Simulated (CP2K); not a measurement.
CdO2:

```
Cd O
1.0
     3.47623    0.00000    0.00000
    -1.73811    3.01050    0.00000
     0.00000    0.00000    4.14808
Cd O
1 2
Direct
  0.00000 0.00000 0.00000
  0.33333 0.66667 0.24422
  0.66667 0.33333 0.75578
```

The cell comes from a database or a generator and needn't be the stable form of this composition.

Base run:

* Program: CP2K 2026.2
* Functional: SCAN
* Potentials or basis: POTENTIAL_UZH Cd GTH-SCAN-q12, O GTH-SCAN-q6; TZVP-MOLOPT-SCAN-GTH basis
* Density cutoff: 11565 eV
* k mesh: 9 × 9 × 7
* Occupations: fermi-dirac, width 0.1 eV
* Spin: no spin polarisation

Its results: band gap on the k mesh none (metal or under the smearing width); pressure -8.0 GPa; largest force 0.130 eV/Å.

Question: The run is repeated on the same cell with these changes: functional from SCAN to r2SCAN; occupations from fermi-dirac, width 0.1 eV to fermi-dirac, width 0.05 eV. What comes out?

Answer: Band gap on the k mesh none (metal or under the smearing width); pressure -8.9 GPa; largest force 0.137 eV/Å.

Caveats: the basis of atomic orbitals isn't converged, which shifts pressures, moduli and gaps.
